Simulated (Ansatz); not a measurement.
The system is Bi.

```
Bi
1.0
     3.48860   -3.13258    0.00000
     3.48860    3.13258    0.00000
    -1.26023    0.00000    3.11355
Bi
2
Direct
  0.75306 0.75306 0.85738
  0.24694 0.24694 0.14262
```

This isn't the form of Bi at room conditions, which is rhombohedral.

| Item | Value |
| --- | --- |
| Program | Ansatz 0.2.0 |
| Task | relaxation of cell and atoms |
| Functional | PBEsol0 |
| Potentials or basis | Ansatz PAW |
| Cutoff | 420 eV (not typed: the program's choice for these potentials) |
| k mesh | 3 × 3 × 5 |
| Occupations | fermi-dirac, width 0.05 eV |
| Spin | no spin polarisation |

At the start: volume 34.03 Å³/atom.

Question: How do energy, volume and symmetry change on relaxing?

Answer: It ends after 6 steps and the volume is 32.12 Å³/atom (-5.6 %); space group C2/m (No. 12, to 0.05 Å).

The path:
| step | energy change (eV) | largest force (eV/Å) | volume (Å³) |
| --- | --- | --- | --- |
| 1 | 0.0000 | 0.4367 | 68.05 |
| 2 | -0.1296 | 0.0980 | 62.82 |
| 3 | -0.1385 | 0.0431 | 64.30 |
| 4 | -0.1390 | 0.0200 | 64.25 |
| 5 | -0.1391 | 0.0037 | 64.24 |
| 6 | -0.1383 | 0.0039 | 64.24 |

Final structure:
```
CELL_PARAMETERS angstrom
3.42698 -3.05566 -0.11661
3.42698 3.05566 -0.11661
-1.34205 0.00000 3.11313
ATOMIC_POSITIONS crystal
Bi 0.76371 0.76371 0.88650
Bi 0.23629 0.23629 0.11350
```

Caveat: the k mesh is coarse (spacing up to 0.47 Å⁻¹), so the values aren't converged, least of all with exact exchange; the plane-wave basis is chosen anew once the cell has moved, so the energies of steps on either side of that aren't comparable; the PAW data sets come from PBE, with cores solved anew for the run's functional, which leaves a small shift of forces and pressure.
